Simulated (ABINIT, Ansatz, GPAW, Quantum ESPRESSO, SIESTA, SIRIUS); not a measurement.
**Sb: 6 runs at one level of theory**

```
Sb
1.0
    -1.57654    1.57654    2.71194
     1.57654   -1.57654    2.71194
     1.57654    1.57654   -2.71194
Sb
1
Direct
  0.00000 0.00000 0.00000
```

This isn't the form of Sb at room conditions, which is rhombohedral.

Alike in all runs: task single point; functional PBEsol; k mesh 12 × 12 × 12; occupations fermi-dirac, width 0.05 eV; no spin polarisation; no spin-orbit coupling. Pressure is positive in compression and, in plane waves, holds the error of the finite cutoff.

| program and potentials | plane-wave cutoff (eV) | notes | band gap (eV) | pressure (GPa) |
| --- | --- | --- | --- | --- |
| ABINIT, PseudoDojo NC SR PBEsol v0.4.1 standard | 1088 | - | no gap | -1.30 |
| GPAW, PAW data sets generated for this functional | 600 | - | no gap | -1.60 |
| SIRIUS, PseudoDojo 0.4.1 PBEsol standard (scalar relativistic) | 1102 | - | no gap | -1.26 |
| Quantum ESPRESSO, GBRV 1.5 PBEsol | 612 | - | no gap | -1.42 |
| Ansatz, all-electron LAPW, scalar-relativistic | - | - | no gap | -1.26 |
| SIESTA, files PseudoDojo sr-pbesol-0.4.1-standard, DZP (energy shift 0.003 Ry; two zetas on semicore shells) | - | atomic basis | no gap | 0.74 |

None finds a gap. The pressure spans -1.60 (GPAW, PAW data sets generated for this functional) to 0.74 GPa (SIESTA, files PseudoDojo sr-pbesol-0.4.1-standard, DZP (energy shift 0.003 Ry; two zetas on semicore shells)), with all-electron results at -1.26. The pressure on the cell as given of SIESTA, files PseudoDojo sr-pbesol-0.4.1-standard, DZP (energy shift 0.003 Ry; two zetas on semicore shells) lies far from the others; the cause wasn't traced. Rows in atomic bases carry the error of their basis and grid, which can be large.

The functional is the same throughout but for its coding, so the spread measures potentials, basis and numerics; runs on potential files found faulty are left out.
